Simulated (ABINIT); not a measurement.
# MgO (P6_3mc) in ABINIT: reference runs

How does MgO come out in PBE? The cell is run as given and disturbed.

Program: ABINIT 10.8.3 (patched build). These are calculated values, not measurements. Logs are shortened: lines on timing, memory, paths and dates and some standing lists are left out, and cuts for length are marked. The log counts tension as positive stress, the text compression.

## (1) The crystal as given

The structure is hexagonal, space group P6_3mc (No. 186). Conventional cell: a = 3.308 Å, b = 3.308 Å, c = 4.983 Å, α = 90.00°, β = 90.00°, γ = 120.00°. Mg (site symmetry 3m) has 4 O at 1.97 to 1.99 Å as nearest neighbours. Around O (site symmetry 3m) lie 4 Mg at 1.97 to 1.99 Å.

Measurements of this composition are mostly on another form, of space group No. 225.

## (2) Single point, PBE

run.abi

```
# Pseudopotentials
pp_dirpath "./"
pseudos "Mg.GGA_PBE-JTH.xml, O.GGA_PBE-JTH.xml"

# Structure
structure "poscar:POSCAR"
natom 4

# Plane-wave basis
ecut 23.0
pawecutdg 45.0

# k points
kptopt 1
ngkpt 9 9 6
nshiftk 1
shiftk 0.0 0.0 0.0

# Exchange and correlation
ixc 11

# Bands and occupations
nband 20
occopt 3
tsmear 0.05 eV

# SCF cycle
nstep 100
tolvrs 1.0e-9

# Output
iomode 3
prtwf 0
prtden 0
prteig 0
prtebands 0
enunit 2
```

POSCAR

```
MgO
1.0
    3.3077869865      0.0000000000      0.0000000000
   -1.6538934933      2.8646275606      0.0000000000
    0.0000000000      0.0000000000      4.9828816700
Mg O
2 2
Direct
    0.6666666667      0.3333333333      0.5021597400  Mg
    0.3333333333      0.6666666667      0.0021597400  Mg
    0.6666666667      0.3333333333      0.9024402600  O
    0.3333333333      0.6666666667      0.4024402600  O
```

Potentials or basis: JTH PAW PBE v2.0.

Launch:

```console
$ abinit run.abi > log 2>&1
```

run.abo:

```text
.Version 10.8.3 of ABINIT
 Symmetries : space group P6_3 m c (#186); Bravais hP (primitive hexag.)
================================================================================
 Values of the parameters that define the memory need of the present run
     intxc =       0    ionmov =       0      iscf =      17    lmnmax =       8
     lnmax =       4     mgfft =      45  mpssoang =       2    mqgrid =    3001
     natom =       4  nloc_mem =       2    nspden =       1   nspinor =       1
    nsppol =       1      nsym =      12    n1xccc =       1    ntypat =       2
    occopt =       3   xclevel =       2
       mpw =        1694          nfft =       40500          nkpt =          48
 PAW method is used; the additional fine FFT grid is defined by:
   mgfftf=        60    nfftf =     96000
================================================================================
================================================================================

--------------------------------------------------------------------------------
------------- Echo of variables that govern the present computation ------------
--------------------------------------------------------------------------------
 -outvars: echo values of preprocessed input variables --------
            acell      1.0000000000E+00  1.0000000000E+00  1.0000000000E+00 Bohr
              amu      2.43050000E+01  1.59994000E+01
             ecut      2.30000000E+01 Hartree
           enunit           2
              ixc          11
         kptrlatt        9    0    0      0    9    0      0    0    6
          kptrlen      5.62573034E+01
            natom           4
            nband          20
            ngfft          30      30      45
          ngfftdg          40      40      60
             nkpt          48
            nstep         100
             nsym          12
           ntypat           2
           occopt           3
        pawecutdg      4.50000000E+01 Hartree
         pawxcdev           0
           prtden           0
        prtebands           0
           prteig           0
            prtwf           0
            rprim      6.2508114873E+00  0.0000000000E+00  0.0000000000E+00
                      -3.1254057438E+00  5.4133615423E+00  0.0000000000E+00
                       0.0000000000E+00  0.0000000000E+00  9.4162816741E+00
          spgroup         186
           tolvrs      1.00000000E-09
           tsmear      1.83746611E-03 Hartree
            typat      1  1  2  2
           useylm           1
           xangst      1.6538934932E+00  9.5487585353E-01  2.5022025639E+00
                      -3.3333536956E-11  1.9097517071E+00  1.0761728858E-02
                       1.6538934932E+00  9.5487585353E-01  4.4967530298E+00
                      -3.3333536956E-11  1.9097517071E+00  2.0053121948E+00
            xcart      3.1254057436E+00  1.8044538474E+00  4.7284775572E+00
                      -6.2991255655E-11  3.6089076948E+00  2.0336720183E-02
                       3.1254057436E+00  1.8044538474E+00  8.4976316822E+00
[... 173 lines left out ...]
  -2.52896   -2.52879   -1.30901   -1.30722   -1.30688   -1.30688   -1.30656   -1.30656
  -0.48823   -0.45817   -0.01032    0.08076    0.08076    0.09314    0.09314    0.10949
   0.23715    0.42280    0.49021    0.62768
      occupation numbers for kpt#   1
   2.00000    2.00000    2.00000    2.00000    2.00000    2.00000    2.00000    2.00000
   2.00000    2.00000    2.00000    2.00000    2.00000    2.00000    2.00000    2.00000
   0.00000    0.00000    0.00000    0.00000
 prteigrs : prtvol=0 or 1, do not print more k-points.

 Fermi (or HOMO) energy (eV) =   4.80269   Average Vxc (eV)=  -9.51486
 Eigenvalues (   eV  ) for nkpt=  48  k points:
 kpt#   1, nband= 20, wtk=  0.00206, kpt=  0.0000  0.0000  0.0000 (reduced coord)
 -68.81638  -68.81191  -35.62010  -35.57136  -35.56208  -35.56208  -35.55327  -35.55327
 -13.28553  -12.46734   -0.28089    2.19760    2.19760    2.53443    2.53443    2.97925
   6.45331   11.50510   13.33927   17.08007
 prteigrs : prtvol=0 or 1, do not print more k-points.

--- !EnergyTerms
iteration_state     : {dtset: 1, }
comment             : Components of total free energy in Hartree
kinetic             :  2.24869459503590E+01
hartree             :  3.70566652220223E+01
xc                  : -8.48915966846897E+00
Ewald energy        : -8.35302083942068E+01
psp_core            :  3.25231857365751E+00
local_psp           : -1.14364482874270E+02
PAW spherical_terms : -1.60900343806012E+01
internal            : -1.59677955571508E+02
'-kT*entropy'       :  2.50654162397077E-15
total_energy        : -1.59677955571508E+02
total_energy_eV     : -4.34505852402490E+03
...

--- !EnergyTermsDC
iteration_state     : {dtset: 1, }
comment             : '"Double-counting" decomposition of free energy'
band_energy         : -2.69986185659035E+01
Ewald energy        : -8.35302083942068E+01
psp_core            :  3.25231857365751E+00
xc_dc               : -3.45273145811609E+01
PAW spherical_terms : -1.78741283928575E+01
internal            : -1.59677951360471E+02
'-kT*entropy'       :  2.50654162397077E-15
total_energy_dc     : -1.59677951360471E+02
total_energy_dc_eV  : -4.34505840943675E+03
...

--- !EnergyTermsWithPAWCore
iteration_state     : {dtset: 1, }
comment             : 'Components of total free energy, including PAW core contributions'
Total energy        : -5.51421159889049E+02
Total energy DC     : -5.51421155678012E+02
Total energy (eV)   : -1.50049341659478E+04
Total energy DC (eV): -1.50049340513596E+04
...

 Cartesian components of stress tensor (hartree/bohr^3)
  sigma(1 1)= -1.11746200E-04  sigma(3 2)=  0.00000000E+00
  sigma(2 2)= -1.11746200E-04  sigma(3 1)=  0.00000000E+00
  sigma(3 3)= -1.18355397E-04  sigma(2 1)=  1.76209569E-13

-Cartesian components of stress tensor (GPa)         [Pressure=  3.3525E+00 GPa]
- sigma(1 1)= -3.28768671E+00  sigma(3 2)=  0.00000000E+00
- sigma(2 2)= -3.28768671E+00  sigma(3 1)=  0.00000000E+00
- sigma(3 3)= -3.48213601E+00  sigma(2 1)=  5.18426450E-09

== END DATASET(S) ==============================================================
================================================================================

 -outvars: echo values of variables after computation  --------
            acell      1.0000000000E+00  1.0000000000E+00  1.0000000000E+00 Bohr
           etotal     -1.5967795136E+02
            fcart     -8.6153461150E-29 -1.4922217196E-28  2.4797649060E-05
                      -8.6153461150E-29  2.4870361993E-28  2.4797649060E-05
                       2.5846038345E-28 -5.4714796385E-28 -2.4797649060E-05
                      -8.6153461150E-29  4.4766651588E-28 -2.4797649060E-05
            rprim      6.2508114873E+00  0.0000000000E+00  0.0000000000E+00
                      -3.1254057438E+00  5.4133615423E+00  0.0000000000E+00
                       0.0000000000E+00  0.0000000000E+00  9.4162816741E+00
           strten     -1.1174619995E-04 -1.1174619984E-04 -1.1835539749E-04
                       0.0000000000E+00  0.0000000000E+00  1.7620956893E-13
           xangst      1.6538934932E+00  9.5487585353E-01  2.5022025639E+00
                      -3.3333536956E-11  1.9097517071E+00  1.0761728858E-02
                       1.6538934932E+00  9.5487585353E-01  4.4967530298E+00
                      -3.3333536956E-11  1.9097517071E+00  2.0053121948E+00
             xred      6.6666666667E-01  3.3333333333E-01  5.0215974000E-01
                       3.3333333333E-01  6.6666666667E-01  2.1597400000E-03
                       6.6666666667E-01  3.3333333333E-01  9.0244026000E-01
                       3.3333333333E-01  6.6666666667E-01  4.0244026000E-01
 Calculation completed.
```

Wall time 64 s (1 thread of Arm Neoverse V1, shared host); peak memory 0.14 GiB.

What came out:

- Free energy: -4345.0584 eV
- Pressure: 3.4 GPa
- Band gap on the k mesh: 3.47 eV, direct
- Valence electrons inside the program's atomic spheres: Mg 8.31; O 4.59

Levels at points of the mesh, in eV from the valence-band top:
```csv
k point,band 14,band 15,band 16,band 17,band 18,band 19
"(0.00, 0.00, 0.00)",-0.44,-0.44,0.00,3.47,8.53,10.36
"(0.00, 0.00, 0.50)",-0.62,-0.62,-0.62,5.99,5.99,13.24
```

Caveat: an odd mesh through Γ misses points on the zone boundary, where band edges often lie. A hybrid or GW would open this gap; PBE tends to underestimate it.

## (3) Single point, PBE (atoms moved at random, drawn with an rms of 0.05 Å)

run.abi

```
# Pseudopotentials
pp_dirpath "./"
pseudos "Mg.GGA_PBE-JTH.xml, O.GGA_PBE-JTH.xml"

# Structure
acell 3*1.0
rprim
     6.2508114831     0.0000000000     0.0000000000
    -3.1254057416     5.4133615386     0.0000000000
     0.0000000000     0.0000000000     9.4162816677
ntypat 2
znucl 12 8
natom 4
typat 1 1 2 2
xred
     0.6635620000     0.3496300000     0.4870640000
     0.3227370000     0.6737780000     0.0089120000
     0.6632130000     0.3311210000     0.9070510000
     0.3041830000     0.6610780000     0.4125900000
chkprim 0
chksymtnons 0
tolsym 1.0e-6

# Plane-wave basis
ecut 23.0
pawecutdg 45.0

# k points
kptopt 1
ngkpt 9 9 6
nshiftk 1
shiftk 0.0 0.0 0.0

# Exchange and correlation
ixc 11

# Bands and occupations
nband 20
occopt 3
tsmear 0.00183747

# SCF cycle
nstep 100
tolvrs 1.0e-9

# Output
iomode 3
prtwf 0
prteig 0
prtebands 0
enunit 1
prtden 1
prtvha 1
prtvclmb 1
prtpot 1
```

Potentials or basis: JTH PAW PBE v2.0.

Launch:

```console
$ abinit run.abi > log 2>&1
```

Run time: 5.7 min. Hardware: 1 thread of Arm Neoverse V1, shared host; peak memory 0.29 GiB.

The run converged. Its results:

* Free energy: -4344.9401 eV
* Pressure: 3.7 GPa
* Largest force: 1.481 eV/Å
* Band gap on the k mesh: 3.36 eV, direct
* Valence electrons inside the program's atomic spheres: Mg 8.32, 8.31; O 4.59, 4.62

Forces on the atoms (eV/Å):
```
Mg  -0.673 -0.737  1.095
Mg   0.291 -0.245 -0.500
O   -0.405  0.267  0.013
O    0.787  0.715 -0.608
```

Stress tensor (GPa, compression positive):
```
 7.19  3.17 -0.28
 3.17  4.22 -1.00
-0.28 -1.00 -0.16
```

Levels at points of the mesh, in eV from the valence-band top:
| k point | band 12 | band 13 | band 14 | band 15 | band 16 | band 17 | band 18 | band 19 | band 20 |
| --- | --- | --- | --- | --- | --- | --- | --- | --- | --- |
| (0.00, 0.00, 0.00) | -1.07 | -0.94 | -0.47 | -0.43 | 0.00 | 3.36 | 8.54 | 10.27 | 13.88 |
| (0.00, 0.00, 0.50) | -1.98 | -1.01 | -0.89 | -0.55 | -0.47 | 5.74 | 6.14 | 12.89 | 13.38 |

Caveat: an odd mesh through Γ misses points on the zone boundary, where band edges often lie.
